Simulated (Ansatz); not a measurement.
# Hf2S: how settings move the results

This session on Hf2S sets out to sweep the plane-wave cutoff.

Method: DFT PBEsol, scalar-relativistic, plane waves, PAW, in Ansatz 0.2.0.

4 further runs of the same task are left out: 3 for a known fault of the program, 1 set aside as unsound or not needed. Runs told in other sessions of the task aren't counted.

### 1 The structure to begin with

The structure is hexagonal, space group P6_3/mmc (No. 194). The conventional cell has a = 3.374 Å, b = 3.374 Å, c = 11.717 Å, α = 90.00°, β = 90.00°, γ = 120.00°. Around Hf (site symmetry 3m) lie 3 S at 2.62 Å. S (site symmetry -6m2) is surrounded by 6 Hf at 2.62 Å.

As a file:

```cif
data_structure
_symmetry_space_group_name_H-M 'P6_3/mmc'
_symmetry_Int_Tables_number 194
_cell_length_a 3.3743
_cell_length_b 3.3743
_cell_length_c 11.7174
_cell_angle_alpha 90.000
_cell_angle_beta 90.000
_cell_angle_gamma 120.000
_cell_volume 115.54
loop_
_atom_site_label
_atom_site_type_symbol
_atom_site_symmetry_multiplicity
_atom_site_Wyckoff_symbol
_atom_site_fract_x
_atom_site_fract_y
_atom_site_fract_z
_atom_site_occupancy
Hf1 Hf 4 f 0.66667 0.33333 0.89981 1
S1 S 2 b 0.00000 0.00000 0.75000 1
```

The structure comes from the Materials Project (structure only); it is used as listed.

### 2 The base run, which the others are set against

Input file input.yaml:

```yaml
crystal:
  lattice:
    - [3.3742737662, 0.0, 0.0]
    - [-1.6871368831, 2.9222068008, 0.0]
    - [0.0, 0.0, 11.71740703]
  atoms:
    - { symbol: Hf, position: [0.66666667, 0.33333333, 0.89981164] }
    - { symbol: Hf, position: [0.33333333, 0.66666667, 0.39981164] }
    - { symbol: Hf, position: [0.66666667, 0.33333333, 0.60018836] }
    - { symbol: Hf, position: [0.33333333, 0.66666667, 0.10018836] }
    - { symbol: S, position: [0.0, 0.0, 0.75] }
    - { symbol: S, position: [0.0, 0.0, 0.25] }
basis:
  ecutwfc: 420
kpoints:
  mp_grid: { grid: [12, 12, 4] }
hamiltonian:
  xc: pbesol
scf:
  occupations: { method: gaussian, width: 0.1 }
output:
  forces: true
  stress: true
  eigenvalues: true
  populations: true
```

It was run beforehand and gave: -10694.7505 eV/atom at zero smearing, pressure -2.84 GPa, largest force 0.195 eV/Å, no gap on the mesh, in 8 SCF cycles and 7.7 s.

### 3 Plane-wave cutoff set to 150 eV

Input file input.yaml:

```yaml
crystal:
  lattice:
    - [3.3742737662, 0.0, 0.0]
    - [-1.6871368831, 2.9222068008, 0.0]
    - [0.0, 0.0, 11.71740703]
  atoms:
    - { symbol: Hf, position: [0.6666666667, 0.3333333333, 0.89981164] }
    - { symbol: Hf, position: [0.3333333333, 0.6666666667, 0.39981164] }
    - { symbol: Hf, position: [0.6666666667, 0.3333333333, 0.60018836] }
    - { symbol: Hf, position: [0.3333333333, 0.6666666667, 0.10018836] }
    - { symbol: S, position: [0.0, 0.0, 0.75] }
    - { symbol: S, position: [0.0, 0.0, 0.25] }
basis:
  ecutwfc: 150
kpoints:
  mp_grid: { grid: [12, 12, 4] }
hamiltonian:
  xc: pbesol
scf:
  occupations: { method: gaussian, width: 0.1 }
output:
  forces: true
  stress: true
  eigenvalues: true
```

Run with:

```bash
$ ansatz run input.yaml --threads 1 --pin off --max-ram 2560MiB --backend cpu --events-out ev --progress --plain --runs-dir out
```

### 4 Plane-wave cutoff set to 200 eV

Edit input.yaml of step 3 so:

```diff
@@ -13,3 +13,3 @@
 basis:
-  ecutwfc: 150
+  ecutwfc: 200
 kpoints:
```

### 5 Plane-wave cutoff set to 250 eV

Edit input.yaml of step 4 so:

```diff
@@ -13,3 +13,3 @@
 basis:
-  ecutwfc: 200
+  ecutwfc: 250
 kpoints:
```

### 6 Plane-wave cutoff set to 300 eV

Edit input.yaml of step 5 so:

```diff
@@ -13,3 +13,3 @@
 basis:
-  ecutwfc: 250
+  ecutwfc: 300
 kpoints:
```

### 7 Plane-wave cutoff set to 350 eV

Edit input.yaml of step 6 so:

```diff
@@ -13,3 +13,3 @@
 basis:
-  ecutwfc: 300
+  ecutwfc: 350
 kpoints:
```

### 8 Plane-wave cutoff: 380 eV

Edit input.yaml of step 7 so:

```diff
@@ -13,3 +13,3 @@
 basis:
-  ecutwfc: 350
+  ecutwfc: 380
 kpoints:
```

### 9 Plane-wave cutoff: 460 eV

Edit input.yaml of step 8 so:

```diff
@@ -13,3 +13,3 @@
 basis:
-  ecutwfc: 380
+  ecutwfc: 460
 kpoints:
@@ -24 +24,5 @@
   eigenvalues: true
+  write_density: true
+  write_potential: true
+  elf: true
+  volumetric_format: npy
```

### 10 Plane-wave cutoff set to 520 eV

Edit input.yaml of step 9 so:

```diff
@@ -13,3 +13,3 @@
 basis:
-  ecutwfc: 460
+  ecutwfc: 520
 kpoints:
```

### 11 Plane-wave cutoff set to 600 eV

Edit input.yaml of step 10 so:

```diff
@@ -13,3 +13,3 @@
 basis:
-  ecutwfc: 520
+  ecutwfc: 600
 kpoints:
@@ -24,5 +24 @@
   eigenvalues: true
-  write_density: true
-  write_potential: true
-  elf: true
-  volumetric_format: npy
```

### 12 Plane-wave cutoff set to 700 eV

Edit input.yaml of step 11 so:

```diff
@@ -13,3 +13,3 @@
 basis:
-  ecutwfc: 600
+  ecutwfc: 700
 kpoints:
```

### 13 Plane-wave cutoff: 850 eV

Edit input.yaml of step 12 so:

```diff
@@ -13,3 +13,3 @@
 basis:
-  ecutwfc: 700
+  ecutwfc: 850
 kpoints:
```

(Steps that only read results are left out.)

What results come out of these runs, taken together?

**Answer**, as computed:

| quantity | value |
| --- | --- |
| plane-wave cutoff: within 10 and 1 meV/atom of 850 eV from | 350 eV for 10; 460 eV for 1 |

In the sweep of the plane-wave cutoff, 460 eV already comes within 1 meV/atom of the reference, and so do all later runs, at about 0.56 of the reference's time. The reference is only the best run made, not a proven limit. Much of this error cancels in differences between similar cells. The pressure is off by up to 3.5 GPa. Forces stay within 0.01 eV/Å of the reference from 350 eV on. Spin-orbit coupling is left out for Hf. In some runs cutoff or mesh lie under the advised values, so their numbers carry a basis error.
